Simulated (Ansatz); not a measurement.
**Ti: strain energy, fitted**

Ti, Im-3m, a = 3.252 Å. This isn't the element's structure at ambient conditions. Ansatz: r2SCAN, PAW, 500 eV, Γ-centred 16×16×16 mesh on 2 atoms, Gaussian smearing 0.10 eV; no spin polarisation. Series: equal strain along all axes, cell held, atoms fixed by symmetry; x is the strain in per cent. y is the free energy over the unstrained cell, V0 = 17.192 Å³/atom.

```tsv
x (%)	y (meV/atom)
-3.0	?
-2.0	22.43
-1.0	5.50
0.0	0.00
1.0	5.16
2.0	20.30
3.0	44.76
```

**Question.** Fit y = c2 x² + c3 x³ to the other rows, turn c2 into a modulus, and predict the missing energy.

**Answer.** Least squares on the rows shown. y = 5.3496 x² − 0.12666 x³. In eV per unit strain² c2 is 53.50; the stiffness is B for this strain (E = 9/2 B V0 ε², shape held): 2 × 53.50 × 160.2 / (9 × 17.192) = 111 GPa. At x = -3.0 the fit asked for gives 51.57 meV/atom. The run gave 51.62 meV/atom, so the fit is 0.05 meV/atom too low, within the rms miss on the fitted rows (0.05 meV/atom).